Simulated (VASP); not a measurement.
# BeTe (F-43m) in VASP: notebook

One crystal, BeTe, is run at these levels: PBE, LDA; tasks: relaxation of cell and atoms.

All numbers are computed with VASP 6.6.1; they aren't measurements. Logs are shortened: lines on timing, memory, paths and dates and some standing lists are left out, and cuts for length are marked.

## (1) The crystal as given

The structure is cubic, space group F-43m (No. 216). The conventional cell has a = 5.540 Å, b = 5.540 Å, c = 5.540 Å, α = 90.00°, β = 90.00°, γ = 90.00°. Be (site symmetry -43m) is surrounded by 4 Te at 2.40 Å. Te (site symmetry -43m) is surrounded by 4 Be at 2.40 Å.

## (2) Relaxation of cell and atoms, PBE

INCAR reads:

```
  PREC = Accurate
  ENCUT = 600
  EDIFF = 1E-6
  ISMEAR = 0
  SIGMA = 0.03
  LREAL = F
  LASPH = T
  NELM = 80
  ALGO = Normal
  ISIF = 3
  LWAVE = F
  LCHARG = F
  GGA = PE
  IBRION = 2
  NSW = 90
  EDIFFG = -0.01
```

KPOINTS reads:

```
regular mesh
0
Gamma
  8 8 8
```

POSCAR reads:

```
BeTe
1.0
    0.0000000000      2.7700000000      2.7700000000
    2.7700000000      0.0000000000      2.7700000000
    2.7700000000      2.7700000000      0.0000000000
Be Te
1 1
Direct
    0.0000000000      0.0000000000      0.0000000000
    0.2500000000      0.2500000000      0.2500000000
```

Potentials or basis: VASP PAW PBE potentials, release 64 (Be, Te).

On the command line:

```bash
$ cat potpaw_PBE.64/Be/POTCAR potpaw_PBE.64/Te/POTCAR > POTCAR
$ mpirun -np 1 vasp_std > vasp.out
```

OUTCAR:

```text
PREC = Accurate
   ENCUT = 600
   EDIFF = 1E-6
   ISMEAR = 0
   LREAL = F
   LASPH = T
   NELM = 80
   ISIF = 3
   GGA = PE
   IBRION = 2
   NSW = 90
   EDIFFG = -0.01

 ion  position               nearest neighbor table
   1  0.000  0.000  0.000-   2 2.40   2 2.40   2 2.40   2 2.40
   2  0.250  0.250  0.250-   1 2.40   1 2.40   1 2.40   1 2.40

  LATTYP: Found a face centered cubic cell.
 ALAT       =     5.5400000000

  Lattice vectors:

 A1 = (   0.0000000000,   2.7700000000,   2.7700000000)
 A2 = (   2.7700000000,   0.0000000000,   2.7700000000)
 A3 = (   2.7700000000,   2.7700000000,   0.0000000000)

Analysis of symmetry for initial positions (statically):
=====================================================================
 Subroutine PRICEL returns:
 Original cell was already a primitive cell.

 Routine SETGRP: Setting up the symmetry group for a
 face centered cubic supercell.

 Subroutine GETGRP returns: Found 24 space group operations
 (whereof 24 operations were pure point group operations)
 out of a pool of 48 trial point group operations.

The static configuration has the point symmetry T_d .

Analysis of symmetry for dynamics (positions and initial velocities):
=====================================================================
 Subroutine PRICEL returns:
 Original cell was already a primitive cell.

 Routine SETGRP: Setting up the symmetry group for a
 face centered cubic supercell.

 Subroutine GETGRP returns: Found 24 space group operations
 (whereof 24 operations were pure point group operations)
 out of a pool of 48 trial point group operations.

The dynamic configuration has the point symmetry T_d .

 Subroutine INISYM returns: Found 24 space group operations
 (whereof 24 operations are pure point group operations),
 and found     1 'primitive' translations

----------------------------------------------------------------------------------------

                                     Primitive cell

  volume of cell :      42.5079

  direct lattice vectors                    reciprocal lattice vectors
     0.000000000  2.770000000  2.770000000    -0.180505415  0.180505415  0.180505415
     2.770000000  0.000000000  2.770000000     0.180505415 -0.180505415  0.180505415
     2.770000000  2.770000000  0.000000000     0.180505415  0.180505415 -0.180505415

  length of vectors
     3.917371568  3.917371568  3.917371568     0.312644550  0.312644550  0.312644550

  position of ions in fractional coordinates (direct lattice)
     0.000000000  0.000000000  0.000000000
     0.250000000  0.250000000  0.250000000

  ion indices of the primitive-cell ions
   primitive index   ion index
                 1           1
                 2           2

----------------------------------------------------------------------------------------

 KPOINTS: regular mesh

Automatic generation of k-mesh.
 Grid dimensions read from file:
 generate k-points for:    8    8    8

 Generating k-lattice:

  Cartesian coordinates                     Fractional coordinates (reciprocal lattice)
    -0.022563177  0.022563177  0.022563177     0.125000000  0.000000000  0.000000000
     0.022563177 -0.022563177  0.022563177     0.000000000  0.125000000  0.000000000
     0.022563177  0.022563177 -0.022563177     0.000000000  0.000000000  0.125000000

  Length of vectors
     0.039080569  0.039080569  0.039080569

  Shift w.r.t. Gamma in fractional coordinates (k-lattice)
     0.000000000  0.000000000  0.000000000

 Subroutine IBZKPT returns following result:
 ===========================================

 Found     29 irreducible k-points:

 Following reciprocal coordinates:
            Coordinates               Weight
  0.000000  0.000000  0.000000      1.000000
  0.125000  0.000000  0.000000      8.000000
  0.250000  0.000000  0.000000      8.000000
  0.375000  0.000000  0.000000      8.000000
  0.500000  0.000000  0.000000      4.000000
  0.125000  0.125000  0.000000      6.000000
[... 16 lines left out ...]
  0.500000  0.250000  0.125000     48.000000
 -0.375000  0.250000  0.125000     24.000000
 [... further k-points ...]
   k-points           NKPTS =     29   k-points in BZ     NKDIM =     29   number of bands    NBANDS=      8
   number of dos      NEDOS =    301   number of ions     NIONS =      2
   total plane-waves  NPLWV =  32768
   dimension x,y,z NGX =    32 NGY =   32 NGZ =   32
   dimension x,y,z NGXF=    64 NGYF=   64 NGZF=   64
   ions per type =               1   1
   NGX,Y,Z   is equivalent  to a cutoff of  13.58, 13.58, 13.58 a.u.
   NGXF,Y,Z  is equivalent  to a cutoff of  27.16, 27.16, 27.16 a.u.
 SYSTEM =  unknown system
   PREC   = accura    normal or accurate (medium, high low for compatibility)
   ISTART =      0    job   : 0-new  1-cont  2-samecut
   ICHARG =      2    charge: 1-file 2-atom 10-const
   ISPIN  =      1    spin polarized calculation?
   LNONCOLLINEAR =      F non collinear calculations
   LSORBIT =      F    spin-orbit coupling
   LASPH  =      T    aspherical Exc in radial PAW
   ENCUT  =  600.0 eV  44.10 Ry    6.64 a.u.   7.82  7.82  7.82*2*pi/ulx,y,z
   NELM   =     80;   NELMIN=  2; NELMDL= -5     # of ELM steps
   EDIFF  = 0.1E-05   stopping-criterion for ELM
   LREAL  =      F    real-space projection
   EDIFFG = -.1E-01   stopping-criterion for IOM
   NSW    =     90    number of steps for IOM
   IBRION =      2    ionic relax: 0-MD 1-quasi-New 2-CG
   NFREE  =      1    steps in history (QN), initial steepest desc. (CG)
   ISIF   =      3    stress and relaxation
   ISYM   =      2    0-nonsym 1-usesym 2-fastsym
   POTIM  = 0.5000    time-step for ionic-motion
   TEBEG  =    0.0;   TEEND  =   0.0 temperature during run
   PSTRESS=    0.0 pullay stress
   NELECT =       8.0000    total number of electrons
   NUPDOWN=      -1.0000    fix difference up-down
   EMIN   =  10.00;   EMAX   =-10.00  energy-range for DOS
   EFERMI =   0.00;   METHOD = LEGACY
   ISMEAR =     0;   SIGMA  =   0.03  broadening in eV -4-tet -1-fermi 0-gaus
   EFERMI_NEDOS =   21; number of points for ismear=-14 and -15
   IALGO  =     38    algorithm
   IMIX   =      4    mixing-type and parameters
     AMIX     =   0.40;   BMIX     =  1.00
     AMIX_MAG =   1.60;   BMIX_MAG =  1.00
  volume/ion in A,a.u.               =      21.25       143.43
  Fermi-wavevector in a.u.,A,eV,Ry     =   0.938170  1.772885 11.975354  0.880164
  Thomas-Fermi vector in A             =   2.065355
   LORBIT       =      0    0 simple, 1 ext, 2 COOP (PROOUT), +10 PAW based schemes
   GGA     = PE    functional components
   LHFCALC =     F    Hartree Fock is set to
   AEXX    =    0.0000 exact exchange contribution
   IVDW    =     0    specifies the selected vdW correction
   LEPSILON=     F    determine dielectric tensor
   LRPA    =     F    only Hartree local field effects (RPA)
 conjugate gradient relaxation of ions
 non-spin polarized calculation
 Gauss-broadening in eV      SIGMA  =   0.03
  energy-cutoff  :      600.00
  volume of cell :       42.51
 maximum number of plane-waves:      1433
   NGX = 15   NGY = 15   NGZ = 15

--------------------------------------- Ionic step        1  -------------------------------------------

 number of electron       8.0000000 magnetization

 Free energy of the ion-electron system (eV)
  ---------------------------------------------------
  ext. energy  EPLUGINS =         0.00000000
  ---------------------------------------------------
  free energy    TOTEN  =        -7.58482010 eV

  energy without entropy =       -7.58482010  energy(sigma->0) =       -7.58482010

------------------------ aborting loop because EDIFF is reached ----------------------------------------

  FORCE on cell =-STRESS in cart. coord.  units (eV):
  Direction    XX          YY          ZZ          XY          YZ          ZX
  --------------------------------------------------------------------------------------
  -------------------------------------------------------------------------------------
  Total        1.1816928      1.1816928      1.1816928     -0.0000000      0.0000000     -0.0000000
  in kB       44.5395550     44.5395550     44.5395550     -0.0000000      0.0000000     -0.0000000
  external PRESSURE =      44.5395550 kB  Pullay stress =       0.0000000 kB
[... 57 lines left out ...]
  energy  without entropy=       -7.6225035622  energy(sigma->0) =       -7.62250356

--------------------------------------- Ionic step        3  -------------------------------------------

 number of electron       8.0000000 magnetization

 Free energy of the ion-electron system (eV)
  ---------------------------------------------------
  ext. energy  EPLUGINS =         0.00000000
  ---------------------------------------------------
  free energy    TOTEN  =        -7.62445317 eV

  energy without entropy =       -7.62445317  energy(sigma->0) =       -7.62445317

 E-fermi :   5.0311     XC(G=0):  -8.9799

 val. band max:        4.8845441082   @ k =   0.0000   0.0000   0.0000
 cond. band min:       6.9045578773   @ k =   0.5000   0.5000   0.0000
 fundamental gap:      2.0200137691
 Fermi energy:         5.0310537108

 k-point     1 :       0.0000    0.0000    0.0000
  band No.  band energies     occupation
      1      -7.2880      2.00000
      2       4.8845      2.00000
      3       4.8845      2.00000
      4       4.8845      2.00000
      5       8.5096      0.00000
      6       8.5096      0.00000
      7       8.5096      0.00000
      8       8.5675      0.00000
[... 243 lines left out ...]
 k-point    24 :      -0.3750    0.2500    0.1250
  band No.  band energies     occupation
      1      -5.7592      2.00000
      2      -0.1250      2.00000
      3       2.0568      2.00000
      4       3.0345      2.00000
      5       9.0653      0.00000
      6       9.2740      0.00000
      7      11.4913      0.00000
      8      12.5732      0.00000

 [... further k-points ...]

------------------------ aborting loop because EDIFF is reached ----------------------------------------

  FORCE on cell =-STRESS in cart. coord.  units (eV):
  Direction    XX          YY          ZZ          XY          YZ          ZX
  --------------------------------------------------------------------------------------
  -------------------------------------------------------------------------------------
  Total        0.0015154      0.0015154      0.0015154     -0.0000000     -0.0000000     -0.0000000
  in kB        0.0533361      0.0533361      0.0533361     -0.0000000     -0.0000000     -0.0000000
  external PRESSURE =       0.0533361 kB  Pullay stress =       0.0000000 kB
[... 17 lines left out ...]
  FREE ENERGIE OF THE ION-ELECTRON SYSTEM (eV)
  ---------------------------------------------------
  free  energy   TOTEN  =        -7.6244531716 eV

  energy  without entropy=       -7.6244531716  energy(sigma->0) =       -7.62445317

 reached required accuracy - stopping structural energy minimisation
```

Wall time 29 s (1 thread of Intel Xeon Platinum 8175M at 2.50GHz (Skylake/Cascade Lake), shared host); peak memory 0.19 GiB.

What came out:

* Free energy: -7.6245 eV
* Relaxed volume: 22.76 Å³/atom
* Relaxed cell: a = 4.008 Å, b = 4.008 Å, c = 4.008 Å, α = 60.00°, β = 60.00°, γ = 60.00°
* Space group after relaxing (to 0.05 Å): F-43m (No. 216)
* Energy gained by relaxing: 19.8 meV/atom
* Ionic steps: 3
* Pressure after relaxing: 0.0 GPa
* Band gap on the k mesh: 2.02 eV, indirect (least direct gap 3.63 eV)

Step by step:
```tsv
step	energy change (eV)	largest force (eV/Å)	pressure (GPa)	volume (Å³)
1	0.0000	0.0000	4.45	42.51
2	-0.0377	0.0000	-0.85	46.25
3	-0.0396	0.0000	0.01	45.52
```

Final structure:
```yaml
crystal:
  lattice:
    - [0.00000, 2.83399, 2.83399]
    - [2.83399, 0.00000, 2.83399]
    - [2.83399, 2.83399, 0.00000]
  atoms:
    - { symbol: Be, position: [0.00000, 0.00000, 0.00000] }
    - { symbol: Te, position: [0.25000, 0.25000, 0.25000] }
```

Levels at points of the mesh, in eV from the valence-band top:
```csv
k point,band 2,band 3,band 4,band 5,band 6,band 7
"(0.00, 0.00, 0.00)",0.00,0.00,0.00,3.63,3.63,3.63
"(0.50, 0.00, 0.00)",-5.42,-1.10,-1.10,3.03,4.60,4.60
"(0.50, 0.50, 0.00)",-5.01,-2.57,-2.57,2.02,2.69,9.58
```

Caveat: spin-orbit coupling is left out, which moves the levels of the heavy elements. A hybrid or GW would open this gap; PBE tends to underestimate it.

[end of part 1 of 2]
